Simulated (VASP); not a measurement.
SnSe:

```
CELL_PARAMETERS angstrom
0.00000 3.01000 3.01000
3.01000 0.00000 3.01000
3.01000 3.01000 0.00000
ATOMIC_POSITIONS crystal
Sn 0.00000 0.00000 0.00000
Se 0.50000 0.50000 0.50000
```

The cell was built by a generator and needn't be a form met in nature.

| Item | Value |
| --- | --- |
| Program | VASP 6.6.1 |
| Task | relaxation of cell and atoms |
| Functional | LDA |
| Potentials or basis | VASP PAW LDA potentials, release 64 (Sn_d, Se) |
| Cutoff | 600 eV |
| k mesh | 10 × 10 × 10 |
| Occupations | gaussian, width 0.03 eV |
| Spin | no spin polarisation |

At the start: pressure -3.1 GPa; volume 27.27 Å³/atom.

**Question.** How do energy, volume and symmetry change on relaxing?

**Answer.** Over 3 steps the energy falls by 16.4 meV/atom and the volume is 25.68 Å³/atom (-5.8 %); space group Fm-3m (No. 225, to 0.05 Å).

Step by step:
```tsv
step	energy change (eV)	largest force (eV/Å)	pressure (GPa)	volume (Å³)
1	0.0000	0.0000	-3.12	54.54
2	-0.0297	0.0000	1.12	50.46
3	-0.0328	0.0000	0.02	51.36
```

Final structure:
```cif
data_structure
_symmetry_space_group_name_H-M 'P 1'
_symmetry_Int_Tables_number 1
_cell_length_a 4.1724
_cell_length_b 4.1724
_cell_length_c 4.1724
_cell_angle_alpha 60.000
_cell_angle_beta 60.000
_cell_angle_gamma 60.000
_cell_volume 51.36
loop_
_atom_site_label
_atom_site_type_symbol
_atom_site_fract_x
_atom_site_fract_y
_atom_site_fract_z
_atom_site_occupancy
Sn1 Sn 0.00000 0.00000 0.00000 1
Se1 Se 0.50000 0.50000 0.50000 1
```
